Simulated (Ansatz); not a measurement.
Runs of Ansatz 0.2.0 on C. The structure is cubic, space group Pm-3m (No. 221). Conventional cell: a = 2.620 Å, b = 2.620 Å, c = 2.620 Å, α = 90.00°, β = 90.00°, γ = 90.00°. C (site symmetry 4/mmm) is surrounded by 8 C at 1.85 Å. The cell was built by a generator and needn't be a form met in nature.

```csv
level,gap on the mesh (eV),pressure (GPa),relaxed volume (Å³/atom)
revPBE,none,0.0,(b)
BLYP,none,0.0,6.75
RPBE,none,0.0,6.27
PBEsol,none,0.0,(a)
PBE,none,0.0,6.09
```

Alike in all rows: task relaxation of cell and atoms; potentials or basis Ansatz PAW; no spin polarisation; cell relaxed; k mesh 10 × 10 × 10; cutoff (eV) 420; smearing fermi-dirac 0.05 eV.

**Question.** Fill in the values left out.

**Answer.** (a) 5.76; (b) 6.23.

Caveats: the plane-wave basis is chosen anew once the cell has moved, so the energies of steps on either side of that aren't comparable; the PAW data sets come from PBE, with cores solved anew for the run's functional, which leaves a small shift of forces and pressure (some runs).

A gap of «none» marks a metal or a gap under the smearing width.
